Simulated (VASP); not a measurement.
Here is a VASP 6.6.1 calculation.

The input INCAR:

```
SYSTEM = N
PREC = Accurate
ENCUT = 520
EDIFF = 1E-7
ISMEAR = 0
SIGMA = 0.01
LREAL = .FALSE.
LASPH = .TRUE.
NELM = 100
ALGO = Normal
ISIF = 2
LWAVE = .FALSE.
LCHARG = .FALSE.
GGA = PS
NBANDS = 18
```

Contents of KPOINTS:

```
regular mesh
0
G
  3 3 2
  0 0 0
```

Contents of POSCAR:

```
N
1.0
    4.1672328100      0.0000000000      0.0000000000
   -2.0836164100      3.6089294800      0.0000000000
    0.0000000000      0.0000000000      7.0060035100
N
4
Direct
    0.3333333312      0.6666666704      0.3289300393
    0.3333333312      0.6666666704      0.1710699600
    0.6666666712      0.3333333296      0.8289300400
    0.6666666712      0.3333333296      0.6710699607
```

Potentials or basis: VASP PAW PBE potentials, release 64 (N).

Run with:

```bash
$ cat potpaw_PBE.64/N/POTCAR > POTCAR
$ mpirun -np 1 vasp_std > vasp.out
```

(1) Predict the pressure.

(2) Predict the band gap on the k mesh.

(3) Estimate the largest force.

Answers

(1) 1.0 GPa.

(2) 6.97 eV, indirect (least direct gap 7.34 eV).

(3) 0.893 eV/Å.

Caveat: the k mesh is coarse (spacing up to 0.58 Å⁻¹), so the values aren't converged; the standard files for N, O and F lose accuracy on very short bonds; the PAW data sets were made with another functional, which shifts forces and pressure a little; an odd mesh through Γ misses points on the zone boundary, where band edges often lie.
